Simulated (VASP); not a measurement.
# ZrSi2 (Cmcm) in VASP: single point with PBEsol

Aim: the single point of ZrSi2 with PBEsol.

Program: VASP 6.6.1. These are calculated values, not measurements. Logs are shortened: lines on timing, memory, paths and dates and some standing lists are left out, and cuts for length are marked.

## Step 1: The structure

Symmetry: Cmcm, No. 63, orthorhombic system. The conventional cell has a = 3.674 Å, b = 14.566 Å, c = 3.657 Å, α = 90.00°, β = 90.00°, γ = 90.00°. Zr (site symmetry m2m) has 10 Si at 2.70 to 2.95 Å as nearest neighbours. Si (site symmetry m2m) has 2 Si at 2.41 Å and 4 Zr at 2.70 Å as nearest neighbours. Si (site symmetry m2m) has 4 Si at 2.59 Å and 4 Zr at 2.80 Å as nearest neighbours.

## Step 2: Single point, PBEsol

INCAR

```
ALGO = Fast
EDIFF = 1E-7
ENCUT = 520
GGA = PS
ISIF = 2
ISMEAR = 0
LASPH = True
LCHARG = False
LREAL = False
LWAVE = False
NBANDS = 29
NELM = 100
PREC = Accurate
SIGMA = 0.1
```

KPOINTS

```
k-points
0
Gamma
  10 10 10
```

POSCAR

```
ZrSi2
1.0
    1.8371292757     -7.2829450193      0.0000000000
    1.8371292757      7.2829450193      0.0000000000
    0.0000000000      0.0000000000      3.6567655758
Zr Si
2 4
Direct
    0.8952826021      0.1047173979      0.7500000000
    0.1047173979      0.8952826021      0.2500000000
    0.5539585033      0.4460414967      0.7500000000
    0.4460414967      0.5539585033      0.2500000000
    0.2502317899      0.7497682101      0.7500000000
    0.7497682101      0.2502317899      0.2500000000
```

Potentials or basis: VASP PAW PBE potentials, release 64 (Zr_sv, Si).

The run is started by

```
cat potpaw_PBE.64/Zr_sv/POTCAR potpaw_PBE.64/Si/POTCAR > POTCAR
mpirun -np 1 vasp_std > vasp.out
```

OUTCAR:

```text
EDIFF = 1E-7
   ENCUT = 520
   GGA = PS
   ISIF = 2
   ISMEAR = 0
   LASPH = True
   LREAL = False
   NELM = 100
   PREC = Accurate

 ion  position               nearest neighbor table
   1  0.895  0.105  0.750-   4 2.70   4 2.70   4 2.70   4 2.70   6 2.80   6 2.80   5 2.80   5 2.80
                             3 2.95   3 2.95   2 3.56   2 3.56
   2  0.105  0.895  0.250-   3 2.70   3 2.70   3 2.70   3 2.70   5 2.80   5 2.80   6 2.80   6 2.80
                             4 2.95   4 2.95   1 3.56   1 3.56
   3  0.554  0.446  0.750-   4 2.41   4 2.41   2 2.70   2 2.70   2 2.70   2 2.70   1 2.95   1 2.95

   4  0.446  0.554  0.250-   3 2.41   3 2.41   1 2.70   1 2.70   1 2.70   1 2.70   2 2.95   2 2.95

   5  0.250  0.750  0.750-   6 2.59   6 2.59   6 2.59   6 2.59   2 2.80   2 2.80   1 2.80   1 2.80

   6  0.750  0.250  0.250-   5 2.59   5 2.59   5 2.59   5 2.59   1 2.80   1 2.80   2 2.80   2 2.80

  LATTYP: Found a base centered orthorhombic cell.
 ALAT       =     3.6742585514
 B/A-ratio  =     3.9643073112
 C/A-ratio  =     0.9952390461

  Lattice vectors:

 A1 = (   1.8371292757,  -7.2829450193,   0.0000000000)
 A2 = (   1.8371292757,   7.2829450193,   0.0000000000)
 A3 = (   0.0000000000,   0.0000000000,   3.6567655758)

Analysis of symmetry for initial positions (statically):
=====================================================================
 Subroutine PRICEL returns:
 Original cell was already a primitive cell.

 Routine SETGRP: Setting up the symmetry group for a
 base centered orthorhombic supercell.

 Subroutine GETGRP returns: Found  8 space group operations
 (whereof  4 operations were pure point group operations)
 out of a pool of  8 trial point group operations.

The static configuration has the point symmetry C_2h.
 The point group associated with its full space group is D_2h.

Analysis of symmetry for dynamics (positions and initial velocities):
=====================================================================
 Subroutine PRICEL returns:
 Original cell was already a primitive cell.

 Routine SETGRP: Setting up the symmetry group for a
 base centered orthorhombic supercell.

 Subroutine GETGRP returns: Found  8 space group operations
 (whereof  4 operations were pure point group operations)
 out of a pool of  8 trial point group operations.

The dynamic configuration has the point symmetry C_2h.
 The point group associated with its full space group is D_2h.

 Subroutine INISYM returns: Found  8 space group operations
 (whereof  4 operations are pure point group operations),
 and found     1 'primitive' translations

----------------------------------------------------------------------------------------

                                     Primitive cell

  volume of cell :      97.8529

  direct lattice vectors                    reciprocal lattice vectors
     1.837129276 -7.282945019  0.000000000     0.272163754 -0.068653546  0.000000000
     1.837129276  7.282945019  0.000000000     0.272163754  0.068653546  0.000000000
     0.000000000  0.000000000  3.656765576     0.000000000  0.000000000  0.273465712

  length of vectors
     7.511080623  7.511080623  3.656765576     0.280689184  0.280689184  0.273465712

  position of ions in fractional coordinates (direct lattice)
     0.895282602  0.104717398  0.750000000
     0.104717398  0.895282602  0.250000000
     0.553958503  0.446041497  0.750000000
     0.446041497  0.553958503  0.250000000
     0.250231790  0.749768210  0.750000000
     0.749768210  0.250231790  0.250000000

  ion indices of the primitive-cell ions
   primitive index   ion index
                 1           1
                 2           2
                 3           3
                 4           4
                 5           5
                 6           6

----------------------------------------------------------------------------------------

 KPOINTS: k-points

Automatic generation of k-mesh.
 Grid dimensions read from file:
 generate k-points for:   10   10   10

 Generating k-lattice:

  Cartesian coordinates                     Fractional coordinates (reciprocal lattice)
     0.027216375 -0.006865355  0.000000000     0.100000000 -0.000000000  0.000000000
     0.027216375  0.006865355  0.000000000    -0.000000000  0.100000000  0.000000000
     0.000000000  0.000000000  0.027346571     0.000000000  0.000000000  0.100000000

  Length of vectors
     0.028068918  0.028068918  0.027346571

  Shift w.r.t. Gamma in fractional coordinates (k-lattice)
     0.000000000  0.000000000  0.000000000

 Subroutine IBZKPT returns following result:
 ===========================================

 Found    186 irreducible k-points:

 Following reciprocal coordinates:
            Coordinates               Weight
  0.000000  0.000000  0.000000      1.000000
  0.100000 -0.000000  0.000000      4.000000
  0.200000 -0.000000  0.000000      4.000000
  0.300000  0.000000  0.000000      4.000000
  0.400000  0.000000  0.000000      4.000000
  0.500000 -0.000000  0.000000      2.000000
[... 16 lines left out ...]
  0.300000  0.300000  0.000000      2.000000
  0.400000  0.300000  0.000000      4.000000
 [... further k-points ...]
   k-points           NKPTS =    186   k-points in BZ     NKDIM =    186   number of bands    NBANDS=     29
   number of dos      NEDOS =    301   number of ions     NIONS =      6
   total plane-waves  NPLWV =  87808
   dimension x,y,z NGX =    56 NGY =   56 NGZ =   28
   dimension x,y,z NGXF=   112 NGYF=  112 NGZF=   56
   ions per type =               2   4
   NGX,Y,Z   is equivalent  to a cutoff of  12.39, 12.39, 12.73 a.u.
   NGXF,Y,Z  is equivalent  to a cutoff of  24.79, 24.79, 25.46 a.u.
 SYSTEM =  unknown system
   PREC   = accura    normal or accurate (medium, high low for compatibility)
   ISTART =      0    job   : 0-new  1-cont  2-samecut
   ICHARG =      2    charge: 1-file 2-atom 10-const
   ISPIN  =      1    spin polarized calculation?
   LNONCOLLINEAR =      F non collinear calculations
   LSORBIT =      F    spin-orbit coupling
   LASPH  =      T    aspherical Exc in radial PAW
   ENCUT  =  520.0 eV  38.22 Ry    6.18 a.u.  13.97 13.97  6.80*2*pi/ulx,y,z
   NELM   =    100;   NELMIN=  2; NELMDL= -5     # of ELM steps
   EDIFF  = 0.1E-06   stopping-criterion for ELM
   LREAL  =      F    real-space projection
   EDIFFG = 0.1E-05   stopping-criterion for IOM
   NSW    =      0    number of steps for IOM
   IBRION =     -1    ionic relax: 0-MD 1-quasi-New 2-CG
   NFREE  =      0    steps in history (QN), initial steepest desc. (CG)
   ISIF   =      2    stress and relaxation
   ISYM   =      2    0-nonsym 1-usesym 2-fastsym
   POTIM  = 0.5000    time-step for ionic-motion
   TEBEG  =    0.0;   TEEND  =   0.0 temperature during run
   PSTRESS=    0.0 pullay stress
   NELECT =      40.0000    total number of electrons
   NUPDOWN=      -1.0000    fix difference up-down
   EMIN   =  10.00;   EMAX   =-10.00  energy-range for DOS
   EFERMI =   0.00;   METHOD = LEGACY
   ISMEAR =     0;   SIGMA  =   0.10  broadening in eV -4-tet -1-fermi 0-gaus
   EFERMI_NEDOS =   21; number of points for ismear=-14 and -15
   IALGO  =     68    algorithm
   IMIX   =      4    mixing-type and parameters
     AMIX     =   0.40;   BMIX     =  1.00
     AMIX_MAG =   1.60;   BMIX_MAG =  1.00
  volume/ion in A,a.u.               =      16.31       110.06
  Fermi-wavevector in a.u.,A,eV,Ry     =   1.214983  2.295985 20.084699  1.476184
  Thomas-Fermi vector in A             =   2.350385
   LORBIT       =      0    0 simple, 1 ext, 2 COOP (PROOUT), +10 PAW based schemes
   GGA     = PS    functional components
   LHFCALC =     F    Hartree Fock is set to
   AEXX    =    0.0000 exact exchange contribution
   IVDW    =     0    specifies the selected vdW correction
   LEPSILON=     F    determine dielectric tensor
   LRPA    =     F    only Hartree local field effects (RPA)
 non-spin polarized calculation
 RMM-DIIS sequential band-by-band and
 Gauss-broadening in eV      SIGMA  =   0.10
  energy-cutoff  :      520.00
  volume of cell :       97.85
 maximum number of plane-waves:      2660
   NGX = 27   NGY = 27   NGZ = 13

 number of electron      39.9999998 magnetization

 Free energy of the ion-electron system (eV)
  ---------------------------------------------------
  ext. energy  EPLUGINS =         0.00000000
  ---------------------------------------------------
  free energy    TOTEN  =       -45.71186133 eV

  energy without entropy =      -45.70549100  energy(sigma->0) =      -45.70867616

 E-fermi :  10.2562     XC(G=0): -11.4737

 val. band max:       10.2482157223   @ k =  -0.1000   0.1000   0.0000
 cond. band min:      10.2590215251   @ k =   0.2000  -0.0000   0.0000
 fundamental gap:      0.0108058028
 Fermi energy:        10.2562071685

 k-point     1 :       0.0000    0.0000    0.0000
  band No.  band energies     occupation
      1     -38.3044      2.00000
      2     -38.2889      2.00000
      3     -16.6058      2.00000
      4     -16.4452      2.00000
      5     -16.4185      2.00000
      6     -16.4119      2.00000
[... 21 lines left out ...]
     28      13.1399      0.00000
     29      14.4497      0.00000

 k-point     2 :       0.1000   -0.0000    0.0000
  band No.  band energies     occupation
      1     -38.3033      2.00000
      2     -38.2880      2.00000
      3     -16.6017      2.00000
      4     -16.4659      2.00000
      5     -16.4369      2.00000
      6     -16.4107      2.00000
[... 21 lines left out ...]
     28      13.6677      0.00000
     29      13.9772      0.00000

 k-point     3 :       0.2000   -0.0000    0.0000
  band No.  band energies     occupation
      1     -38.3006      2.00000
      2     -38.2854      2.00000
      3     -16.5911      2.00000
      4     -16.5193      2.00000
      5     -16.4847      2.00000
      6     -16.4076      2.00000
[... 21 lines left out ...]
     28      13.7131      0.00000
     29      14.2727      0.00000

 k-point     4 :       0.3000    0.0000    0.0000
  band No.  band energies     occupation
      1     -38.2972      2.00000
      2     -38.2823      2.00000
      3     -16.5889      2.00000
      4     -16.5734      2.00000
      5     -16.5429      2.00000
      6     -16.4038      2.00000
[... 21 lines left out ...]
     28      13.7959      0.00000
     29      14.8799      0.00000

 k-point     5 :       0.4000    0.0000    0.0000
  band No.  band energies     occupation
      1     -38.2945      2.00000
      2     -38.2798      2.00000
      3     -16.6381      2.00000
      4     -16.5905      2.00000
      5     -16.5644      2.00000
      6     -16.4008      2.00000
[... 21 lines left out ...]
     28      13.7571      0.00000
     29      14.2945      0.00000
[... 510 lines left out ...]
     28      13.6069      0.00000
     29      14.2204      0.00000

 k-point    22 :      -0.2000    0.2000    0.0000
  band No.  band energies     occupation
      1     -38.3042      2.00000
      2     -38.2891      2.00000
      3     -16.5996      2.00000
      4     -16.4457      2.00000
      5     -16.4185      2.00000
      6     -16.4179      2.00000
[... 21 lines left out ...]
     28      13.2060      0.00000
     29      14.6170      0.00000

 k-point    23 :       0.3000    0.3000    0.0000
  band No.  band energies     occupation
      1     -38.2944      2.00000
      2     -38.2799      2.00000
      3     -16.6392      2.00000
      4     -16.5898      2.00000
      5     -16.5601      2.00000
      6     -16.4049      2.00000
[... 21 lines left out ...]
     28      13.8075      0.00000
     29      14.2190      0.00000

 k-point    24 :       0.4000    0.3000    0.0000
  band No.  band energies     occupation
      1     -38.2970      2.00000
      2     -38.2825      2.00000
      3     -16.5920      2.00000
      4     -16.5618      2.00000
      5     -16.5426      2.00000
      6     -16.4130      2.00000
[... 21 lines left out ...]
     28      14.2038      0.00000
     29      14.4119      0.00000

 [... further k-points ...]

------------------------ aborting loop because EDIFF is reached ----------------------------------------

  FORCE on cell =-STRESS in cart. coord.  units (eV):
  Direction    XX          YY          ZZ          XY          YZ          ZX
  --------------------------------------------------------------------------------------
  -------------------------------------------------------------------------------------
  Total        0.1159022      0.0922548      0.1153659      0.0000000     -0.0000000      0.0000000
  in kB        1.8977034      1.5105174      1.8889222      0.0000000     -0.0000000      0.0000000
  external PRESSURE =       1.7657143 kB  Pullay stress =       0.0000000 kB

 VOLUME and BASIS-vectors are now :
 -----------------------------------------------------------------------------
  energy-cutoff  :      520.00
  volume of cell :       97.85
      direct lattice vectors                 reciprocal lattice vectors
     1.837129276 -7.282945019  0.000000000     0.272163754 -0.068653546  0.000000000
     1.837129276  7.282945019  0.000000000     0.272163754  0.068653546  0.000000000
     0.000000000  0.000000000  3.656765576     0.000000000  0.000000000  0.273465712

 POSITION                                       TOTAL-FORCE (eV/Angst)
 -----------------------------------------------------------------------------------
      1.83713     -5.75764      2.74257         0.000000      0.000281     -0.000000
      1.83713      5.75764      0.91419         0.000000     -0.000281      0.000000
      1.83713     -0.78595      2.74257         0.000000      0.002658      0.000000
      1.83713      0.78595      0.91419         0.000000     -0.002658      0.000000
      1.83713      3.63810      2.74257         0.000000     -0.000330      0.000000
      1.83713     -3.63810      0.91419         0.000000      0.000330      0.000000
 -----------------------------------------------------------------------------------
    total drift:                                0.000000      0.000000      0.000000

  FREE ENERGIE OF THE ION-ELECTRON SYSTEM (eV)
  ---------------------------------------------------
  free  energy   TOTEN  =       -45.7118613305 eV

  energy  without entropy=      -45.7054909954  energy(sigma->0) =      -45.70867616
```

Wall time 19 min (1 thread of Intel Xeon 6975P-C (Granite Rapids), shared host); peak memory 0.58 GiB.

What came out:

```
Free energy            : -45.7119 eV
Pressure               : 0.2 GPa
Band gap on the k mesh : none (metal or under the smearing width)
```

Forces on the atoms (eV/Å):
```
Zr   0.000  0.000  0.000
Zr   0.000  0.000  0.000
Si   0.000  0.003  0.000
Si   0.000 -0.003  0.000
Si   0.000  0.000  0.000
Si   0.000  0.000  0.000
```

Levels at points of the mesh, in eV from the Fermi level:
| k point | band 16 | band 17 | band 18 | band 19 | band 20 | band 21 | band 22 | band 23 | band 24 | band 25 |
| --- | --- | --- | --- | --- | --- | --- | --- | --- | --- | --- |
| (0.00, 0.00, 0.00) | -2.48 | -2.40 | -2.39 | -2.33 | 0.02 | 1.09 | 1.36 | 1.47 | 1.61 | 2.12 |
| (0.50, 0.00, 0.00) | -2.62 | -1.77 | -1.58 | -0.89 | -0.49 | -0.46 | 0.97 | 0.99 | 2.11 | 2.36 |
| (0.50, 0.50, 0.00) | -2.76 | -2.70 | -1.87 | -1.48 | 0.42 | 1.00 | 1.16 | 1.46 | 1.74 | 2.25 |
| (0.00, 0.00, 0.50) | -2.50 | -1.96 | -1.96 | -0.06 | -0.06 | 0.21 | 0.21 | 1.61 | 1.61 | 2.36 |
| (0.50, 0.00, 0.50) | -3.81 | -3.22 | -3.22 | -2.19 | -2.19 | 2.23 | 2.23 | 3.16 | 3.16 | 3.31 |
| (0.50, 0.50, 0.50) | -3.00 | -2.26 | -2.26 | -0.93 | -0.93 | 0.11 | 0.11 | 2.33 | 2.33 | 3.09 |

Caveat: the PAW data sets were made with another functional, which shifts forces and pressure a little.
